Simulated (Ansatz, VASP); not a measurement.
This is a calculation of Al for VASP 6.6.1.

Contents of INCAR:

```
SYSTEM = Al
ALGO = Fast ; EDIFF = 1E-6
ENCUT = 520 ; GGA = PS
ISIF = 2 ; ISMEAR = -1
LASPH = .True. ; LCHARG = .False.
LREAL = .False. ; LWAVE = .False.
NBANDS = 8 ; NELM = 60
PREC = Accurate ; SIGMA = 0.05
```

KPOINTS

```
k-points
0
Gamma
  11 11 11
  0 0 0
```

The input POSCAR:

```
Al
1.0
    0.0000000000      1.9974394157      1.9974394157
    1.9974394157      0.0000000000      1.9974394157
    1.9974394157      1.9974394157      0.0000000000
Al
1
Direct
    0.0000000000      0.0000000000      0.0000000000
```

Potentials or basis: VASP PAW PBE potentials, release 64 (Al).

Command:

```bash
$ cat potpaw_PBE.64/Al/POTCAR > POTCAR
$ mpirun -np 1 vasp_std > vasp.out
```

Question: Set up the same calculation for Ansatz 0.2.0. Potentials there: all-electron LAPW, scalar-relativistic.

Answer: As run (the cutoff follows the program's own potentials):

The input input.yaml:

```yaml
crystal:
  lattice:
    - [0.0, 1.9974394157, 1.9974394157]
    - [1.9974394157, 0.0, 1.9974394157]
    - [1.9974394157, 1.9974394157, 0.0]
  atoms:
    - { symbol: Al, position: [0.0, 0.0, 0.0] }
kpoints:
  mp_grid: { grid: [11, 11, 11] }
scf:
  occupations: { method: fermi_dirac, width: 0.05 }
hamiltonian:
  xc: pbesol
  pseudopotentials: { kind: all_electron, lapw: { basis_error: 0.0005 } }
output:
  forces: true
  stress: true
  eigenvalues: true
```

Potentials or basis: all-electron LAPW, scalar-relativistic.

Run with:

```bash
$ ansatz run input.yaml --threads 1 --pin off --max-ram 3072MiB --backend cpu --events-out ev --progress --plain --runs-dir out
```

Both were run:

|  | VASP | Ansatz | Ansatz less VASP |
| --- | --- | --- | --- |
| gap on the k mesh at the Fermi level (eV) | none | none | - |
| pressure (GPa) | 1.5 | 1.4 | -0.07 |

A gap of «none» marks a metal or a gap that the smearing closes. Ansatz ran all-electron here, so the differences hold the error of VASP's frozen core and of both bases.

Caveats: the PAW data sets were made with another functional, which shifts forces and pressure a little (VASP).
